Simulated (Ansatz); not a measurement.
# TaS2 (P-3m1) in Ansatz: further runs

The runs below take TaS2 through single point, equation of state, with PBE.

Everything below comes from runs of Ansatz 0.2.0. Logs are shortened: lines on timing, memory, paths and dates and some standing lists are left out, and cuts for length are marked.

### Step 1. Starting point

Symmetry: P-3m1, No. 164, trigonal system. The conventional cell has a = 3.350 Å, b = 3.350 Å, c = 5.860 Å, α = 90.00°, β = 90.00°, γ = 120.00°. Around Ta (site symmetry -3m) lie 6 S at 2.43 Å. S (site symmetry 3m) is surrounded by 3 Ta at 2.43 Å.

### Step 2. Single point, PBE, 17.85 Å³/atom (volume scaled by 0.94)

input.yaml

```yaml
crystal:
  lattice:
    - [3.2816134642, 0.0, 0.0]
    - [-1.6408067321, 2.8419606254, 0.0]
    - [0.0, 0.0, 5.7403745971]
  atoms:
    - { symbol: Ta, position: [0.0, 0.0, 0.0] }
    - { symbol: S, position: [0.6666666667, 0.3333333333, 0.75] }
    - { symbol: S, position: [0.3333333333, 0.6666666667, 0.25] }
hamiltonian:
  xc: pbe
  pseudopotentials: { kind: paw, partial_waves: polarizable }
kpoints:
  mp_grid: { grid: [9, 9, 5] }
scf:
  occupations: { method: fermi_dirac, width: 0.05 }
output:
  forces: true
  stress: true
  eigenvalues: true
```

Potentials or basis: Ansatz PAW polarizable.

Started as:

```sh
$ ansatz run input.yaml --threads 2 --pin off --max-ram 5120MiB --backend cpu --events-out ev --progress --plain --runs-dir out
```

Output:

```text
Warning: RAYON_NUM_THREADS=2 ignored (pool sized by the plan → 2); use --threads N
Engine: ansatz 0.2.0, aarch64-unknown-linux-gnu
Pseudopotentials: kind: paw
Pseudopotential: Ta, paw, valence charge 13, recommended cutoff 420 eV (normal), Ta.paw.azcp
Pseudopotential: S, paw, valence charge 6, recommended cutoff 420 eV (normal), S.paw.azcp
Functional definition: PBE
  parameter kappa = 0.804
  parameter beta = 0.06672455060314922
  exchange = pbe_x(kappa = kappa, mu = beta*pi^2/3)
  correlation = pbe_c(beta = beta)
Crystal: 3 atoms, lattice volume = 53.536 Å³
Basis set: ecut = 420 eV, 1051 PW (Γ), exchange–correlation on 48×48×80 points (8 copies of the dense FFT grid, shifted against one another)
Bands: 17, of which v1, the nominal top of the filled ones, is band 13 counted from 1 (12 counted from 0)
Symmetry: 12 space group operations
Space group: P-3m1 (ITA 164), of the structure as read, at distance tolerance 3.8e-5 Å
k-points: 50 of 405
Non-local potential: Ta, projectors of the file, l = 0: 3, l = 1: 2, l = 2: 2, l = 3: 1
Non-local potential: S, projectors of the file, l = 0: 2, l = 1: 2, l = 2: 2
PAW form: soft (Blöchl's): semilocal exchange-correlation on the pseudo side does not see the compensation charge
PAW one-centre angular grid: Ta, 590 points (default); XC on 64 Gauss nodes
PAW one-centre angular grid: S, 110 points (default); XC on 64 Gauss nodes
Initial density: superposition of atomic densities (neutral atoms: chi_scale 0, normalization atom), corrected by the library's trained network
Initial wavefunctions: pseudopotential atomic-orbital guess
Functional: x = pbe(κ = 0.804, μ = 0.2195149727645171), c = pbe(β = 0.06672455060314922)
Partial waves of S: polarizable
Partial waves of Ta: polarizable
SCF iter   1: F=—  HF=-11739.056263 eV  |F-HF|=—  |Δ(HF+E_count)|=         —  Δρ=2.64e-3  dr2=5.97e-3  ethr=1.77e-3  ⟨swp⟩=6.0  Hψ=4921  notcnv=0
preconditioner: auto → Kerker (q_TF=auto, 2.403 Å⁻¹)  [metal: Δε(μ)=0.007 eV  Ē_g=9.368 eV  σ=0.050 eV  W_gap=0.04  n_scr=10 (ndim 8)  ℏωp=20.9 eV  f_vac=0.009  D(μ)=1.80/eV (n_scr^D=22)]
SCF iter   2: F=—  HF=-11739.053148 eV  |F-HF|=—  |Δ(HF+E_count)|=   3.12e-3  Δρ=1.35e-3  dr2=1.57e-3  ethr=2.39e-5  ⟨swp⟩=2.3  Hψ=1484  notcnv=0
SCF iter   3: F=—  HF=-11739.053342 eV  |F-HF|=—  |Δ(HF+E_count)|=   1.94e-4  Δρ=2.69e-4  dr2=1.78e-4  ethr=6.30e-6  ⟨swp⟩=2.0  Hψ=1172  notcnv=0
SCF iter   4: F=—  HF=-11739.053334 eV  |F-HF|=—  |Δ(HF+E_count)|=   7.62e-6  Δρ=1.21e-4  dr2=3.25e-5  ethr=7.10e-7  ⟨swp⟩=2.0  Hψ=1178  notcnv=0
SCF iter   5: F=—  HF=-11739.053398 eV  |F-HF|=—  |Δ(HF+E_count)|=   6.42e-5  Δρ=5.31e-5  dr2=2.75e-6  ethr=1.30e-7  ⟨swp⟩=2.0  Hψ=1173  notcnv=0
SCF iter   6: F=—  HF=-11739.053400 eV  |F-HF|=—  |Δ(HF+E_count)|=   1.29e-6  Δρ=1.26e-5  dr2=1.48e-7  ethr=1.10e-8  ⟨swp⟩=2.1  Hψ=1181  notcnv=0
SCF iter   7: F=-11739.053400 eV  HF=-11739.053400 eV  |F-HF|=2.19e-9  |Δ(HF+E_count)|=   1.40e-7  Δρ=2.71e-6  dr2=4.69e-9  ethr=4.00e-10  ⟨swp⟩=6.0  Hψ=3630  notcnv=0
SCF 1 converged in 7 iterations: F = -11739.053400 eV  dr2 = 4.69e-9
SCF converged after 7 iterations
Free energy (F): -11739.053400 eV
Harris-Foulkes:  -11739.053400 eV  (|F-HF|=2.19e-9)
Internal energy: -11739.039293 eV  (E = F + TS)
E sigma→0 (E₀):  -11739.046347 eV
Entropy (-TS):   -0.014106 eV (-4.702 meV/atom)
Fermi energy:    11.650915 eV
--- Per-component energies (eV) ---
  E_band       = -163.536070
  E_kinetic    = 589.436479
  E_local      = -1380.048842  (includes V_loc(G=0)·N_el)
  E_nonlocal   = 72.620139
  E_hartree    = 531.261704
  E_xc         = -416.456545
  E_vxc        = -383.922318  (∫ρ·V_xc dr)
  E_paw        = -9598.254115  (= ΣΔE_a)
  E_vpaw       = -124.146650  (= ΣTr[D̂ρ^β])
  E_aug_tail   = 0.000157  (compensation charges beyond the density's cutoff)
  E_ewald      = -1537.598270
  E_smearing   = -0.014106  (= −TS)
  E_closure    = -0.000000  (closes the sum)
  Σ components = -11739.053400   (vs F -11739.053400, Δ=0.00e0)
--- Forces (eV/Å), atoms counted from 1 ---
  atom   1  Ta     0.00000000    -0.00000000     0.00000000
  atom   2  S      0.00000000     0.00000000    -2.40529195
  atom   3  S      0.00000000    -0.00000000     2.40529195
  max |Σ_I F_I| component: 6.94e-18 eV/Å
--- Stress (GPa, compression-positive) ---
       18.600860       0.000000       0.000000
        0.000000      18.600860      -0.000000
        0.000000      -0.000000      23.590232
  P = ⅓ Tr σ = 20.2640 GPa (202.640 kbar)
--- Band table (eV; the first three rows and the last of 50) ---
  k-point 0: bands = ["-56.8610", "-23.4542", "-23.3702", "-23.3702", "-3.9066", "-1.5564", "4.2884", "7.1449", "7.1449", "10.3124", "10.9254", "10.9254", "11.6513", "11.6513", "11.8981", "16.0108", "16.0108"]
  k-point 1: bands = ["-56.8610", "-23.4544", "-23.3702", "-23.3702", "-3.8201", "-1.7472", "4.6680", "7.1550", "7.1550", "9.3937", "10.8711", "10.8711", "11.6396", "11.6396", "12.5063", "16.1719", "16.1719"]
  k-point 2: bands = ["-56.8610", "-23.4545", "-23.3701", "-23.3701", "-3.6472", "-2.0738", "5.4723", "7.1717", "7.1717", "8.1461", "10.7869", "10.7869", "11.6200", "11.6200", "13.0239", "16.4520", "16.4520"]
  k-point 49: bands = ["-56.8402", "-23.6421", "-23.6421", "-23.3636", "-1.4975", "-1.4975", "5.7618", "5.7618", "5.9135", "7.7909", "7.9553", "7.9553", "12.9755", "13.2507", "13.2507", "16.9692", "16.9692"]
```

Wall time 1.3 s (2 threads of Arm Neoverse V1, shared host); peak memory 0.38 GiB.

Results:

- Free energy: -11739.0534 eV
- Pressure: 20.3 GPa
- Largest force: 2.405 eV/Å
- Band gap on the k mesh: none (metal or under the smearing width)

Caveat: this functional lacks dispersion, which binds the layers, so the pressure and a relaxed spacing across them are unreliable; forces of over 1 eV/Å show positions far from the minimum, so gaps and moduli don't describe the material at rest.

### Step 3. Single point, PBE, 18.23 Å³/atom (volume scaled by 0.96)

input.yaml: that of step 2 with these lines changed.

```diff
@@ -2,5 +2,5 @@
   lattice:
-    - [3.2816134642, 0.0, 0.0]
-    - [-1.6408067321, 2.8419606254, 0.0]
-    - [0.0, 0.0, 5.7403745971]
+    - [3.3047241796, 0.0, 0.0]
+    - [-1.6523620898, 2.8619750921, 0.0]
+    - [0.0, 0.0, 5.7808011022]
   atoms:
```

Potentials or basis: Ansatz PAW polarizable.

Started as:

```sh
$ ansatz run input.yaml --threads 2 --pin off --max-ram 5120MiB --backend cpu --events-out ev --progress --plain --runs-dir out
```

It took 1.3 s on 2 threads of Arm Neoverse V1, shared host; peak memory 0.38 GiB.

The run converged. Its results:

```
Free energy            : -11739.1828 eV
Pressure               : 16.2 GPa
Largest force          : 1.986 eV/Å
Band gap on the k mesh : none (metal or under the smearing width)
```

Caveat: this functional lacks dispersion, which binds the layers, so the pressure and a relaxed spacing across them are unreliable; forces of over 1 eV/Å show positions far from the minimum, so gaps and moduli don't describe the material at rest.

### Step 4. Single point, PBE, 18.60 Å³/atom (volume scaled by 0.98)

input.yaml: that of step 3 with these lines changed.

```diff
@@ -2,5 +2,5 @@
   lattice:
-    - [3.3047241796, 0.0, 0.0]
-    - [-1.6523620898, 2.8619750921, 0.0]
-    - [0.0, 0.0, 5.7808011022]
+    - [3.3275161011, 0.0, 0.0]
+    - [-1.6637580505, 2.8817134751, 0.0]
+    - [0.0, 0.0, 5.8206699559]
   atoms:
@@ -20 +20,5 @@
   eigenvalues: true
+  write_density: true
+  write_potential: true
+  elf: true
+  volumetric_format: npy
```

Started as:

```sh
$ ansatz run input.yaml --threads 2 --pin off --max-ram 5120MiB --backend cpu --events-out ev --progress --plain --runs-dir out
```

Run time: 2 s. Hardware: 2 threads of Arm Neoverse V1, shared host; peak memory 0.39 GiB.

It converged, with:

| Property | Result |
| --- | --- |
| Free energy | -11739.2845 eV |
| Pressure | 12.5 GPa |
| Largest force | 1.596 eV/Å |
| Band gap on the k mesh | none (metal or under the smearing width) |

Caveat: this functional lacks dispersion, which binds the layers, so the pressure and a relaxed spacing across them are unreliable; forces of over 1 eV/Å show positions far from the minimum, so gaps and moduli don't describe the material at rest.

### Step 5. Single point, PBE, 18.98 Å³/atom

input.yaml: that of step 4 with these lines changed.

```diff
@@ -2,5 +2,5 @@
   lattice:
-    - [3.3275161011, 0.0, 0.0]
-    - [-1.6637580505, 2.8817134751, 0.0]
-    - [0.0, 0.0, 5.8206699559]
+    - [3.35, 0.0, 0.0]
+    - [-1.675, 2.9011851027, 0.0]
+    - [0.0, 0.0, 5.86]
   atoms:
```

Started as:

```sh
$ ansatz run input.yaml --threads 2 --pin off --max-ram 5120MiB --backend cpu --events-out ev --progress --plain --runs-dir out
```

Run time: 1.7 s. Hardware: 2 threads of Arm Neoverse V1, shared host; peak memory 0.39 GiB.

It converged, with:

- Free energy: -11739.3613 eV
- Pressure: 9.2 GPa
- Largest force: 1.232 eV/Å
- Band gap on the k mesh: none (metal or under the smearing width)

Caveat: this functional lacks dispersion, which binds the layers, so the pressure and a relaxed spacing across them are unreliable; forces of over 1 eV/Å show positions far from the minimum, so gaps and moduli don't describe the material at rest.

### Step 6. Single point, PBE, 19.36 Å³/atom (volume scaled by 1.02)

input.yaml: that of step 5 with these lines changed.

```diff
@@ -2,5 +2,5 @@
   lattice:
-    - [3.35, 0.0, 0.0]
-    - [-1.675, 2.9011851027, 0.0]
-    - [0.0, 0.0, 5.86]
+    - [3.372186077, 0.0, 0.0]
+    - [-1.6860930385, 2.920398809, 0.0]
+    - [0.0, 0.0, 5.898809078]
   atoms:
@@ -20,5 +20 @@
   eigenvalues: true
-  write_density: true
-  write_potential: true
-  elf: true
-  volumetric_format: npy
```

Potentials or basis: Ansatz PAW polarizable.

Started as:

```sh
$ ansatz run input.yaml --threads 2 --pin off --max-ram 5120MiB --backend cpu --events-out ev --progress --plain --runs-dir out
```

Run time: 1.3 s. Hardware: 2 threads of Arm Neoverse V1, shared host; peak memory 0.38 GiB.

Results (log left out):

```
Free energy            : -11739.4154 eV
Pressure               : 6.1 GPa
Largest force          : 0.893 eV/Å
Band gap on the k mesh : none (metal or under the smearing width)
```

Caveat: this functional lacks dispersion, which binds the layers, so the pressure and a relaxed spacing across them are unreliable.

### Step 7. Single point, PBE, 19.74 Å³/atom (volume scaled by 1.04)

input.yaml: that of step 6 with these lines changed.

```diff
@@ -2,5 +2,5 @@
   lattice:
-    - [3.372186077, 0.0, 0.0]
-    - [-1.6860930385, 2.920398809, 0.0]
-    - [0.0, 0.0, 5.898809078]
+    - [3.3940840028, 0.0, 0.0]
+    - [-1.6970420014, 2.939362969, 0.0]
+    - [0.0, 0.0, 5.9371141064]
   atoms:
```

Started as:

```sh
$ ansatz run input.yaml --threads 2 --pin off --max-ram 5120MiB --backend cpu --events-out ev --progress --plain --runs-dir out
```

Wall time 1.3 s (2 threads of Arm Neoverse V1, shared host); peak memory 0.38 GiB.

It converged, with:

```
Free energy            : -11739.4489 eV
Pressure               : 3.4 GPa
Largest force          : 0.577 eV/Å
Band gap on the k mesh : none (metal or under the smearing width)
```

Caveat: this functional lacks dispersion, which binds the layers, so the pressure and a relaxed spacing across them are unreliable.

### Step 8. Single point, PBE, 20.12 Å³/atom (volume scaled by 1.06)

input.yaml: that of step 7 with these lines changed.

```diff
@@ -2,5 +2,5 @@
   lattice:
-    - [3.3940840028, 0.0, 0.0]
-    - [-1.6970420014, 2.939362969, 0.0]
-    - [0.0, 0.0, 5.9371141064]
+    - [3.4157029551, 0.0, 0.0]
+    - [-1.7078514776, 2.9580855309, 0.0]
+    - [0.0, 0.0, 5.9749311394]
   atoms:
```

Started as:

```sh
$ ansatz run input.yaml --threads 2 --pin off --max-ram 5120MiB --backend cpu --events-out ev --progress --plain --runs-dir out
```

It took 1.3 s on 2 threads of Arm Neoverse V1, shared host; peak memory 0.38 GiB.

The run converged. Its results:

* Free energy: -11739.4639 eV
* Pressure: 0.9 GPa
* Largest force: 0.282 eV/Å
* Band gap on the k mesh: none (metal or under the smearing width)

Caveat: this functional lacks dispersion, which binds the layers, so the pressure and a relaxed spacing across them are unreliable.

### Step 9. Equation of state, PBE

Potentials or basis: Ansatz PAW polarizable.

No new run: the results of the series are fitted here.

Results:

* Equilibrium volume: 20.26 Å³/atom (rough: see the caveat)
* Bulk modulus at fixed shape and positions: 123 GPa (rough)

Energy against volume, from the lowest point:
| volume (Å³/atom) | energy (meV/atom) |
| --- | --- |
| 17.845 | 136.82 |
| 18.225 | 93.70 |
| 18.605 | 59.78 |
| 18.984 | 34.19 |
| 19.364 | 16.16 |
| 19.744 | 4.97 |
| 20.123 | 0.00 |

Caveat: the minimum lies outside the volumes run; the cell was scaled at fixed shape and fractional positions, which overstates the stiffness of a crystal with free parameters, most of all of layers and chains; this functional lacks dispersion, which binds the layers, so the pressure and a relaxed spacing across them are unreliable.
